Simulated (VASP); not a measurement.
## NaH: single point with PBE

The system is NaH.

```
Na H
1.0
     0.00000    2.27278    2.27278
     2.27278    0.00000    2.27278
     2.27278    2.27278    0.00000
Na H
1 1
Direct
  0.00000 0.00000 0.00000
  0.50000 0.50000 0.50000
```

```yaml
Program: VASP 6.6.1
Task: single point
Functional: PBE
Potentials_or_basis: VASP PAW PBE potentials, release 64 (Na_pv, H)
Cutoff: 520 eV
k_mesh: 8 × 8 × 8
Occupations: gaussian, width 0.01 eV
Spin: no spin polarisation
```

| Quantity | Value |
| --- | --- |
| Pressure | 6.0 GPa |
| Band gap on the k mesh | 4.08 eV, indirect (least direct gap 5.02 eV) |

Levels at points of the mesh, in eV from the valence-band top:
| k point | band 1 | band 2 | band 3 | band 4 | band 5 | band 6 | band 7 | band 8 | band 9 |
| --- | --- | --- | --- | --- | --- | --- | --- | --- | --- |
| (0.00, 0.00, 0.00) | -21.81 | -21.81 | -21.81 | -4.16 | 12.15 | 17.02 | 17.02 | 17.02 | 18.38 |
| (0.50, 0.00, 0.00) | -21.98 | -21.83 | -21.83 | -0.94 | 4.08 | 12.12 | 14.57 | 14.57 | 18.47 |
| (0.50, 0.50, 0.00) | -21.96 | -21.86 | -21.86 | -0.23 | 5.03 | 10.73 | 11.89 | 11.89 | 13.81 |

Run time: 3.6 s on 1 thread of Intel(R) Xeon(R) Platinum 8488C (Sapphire Rapids), with other jobs on the host, peak memory 0.13 GiB.

A k mesh can miss the band edges.
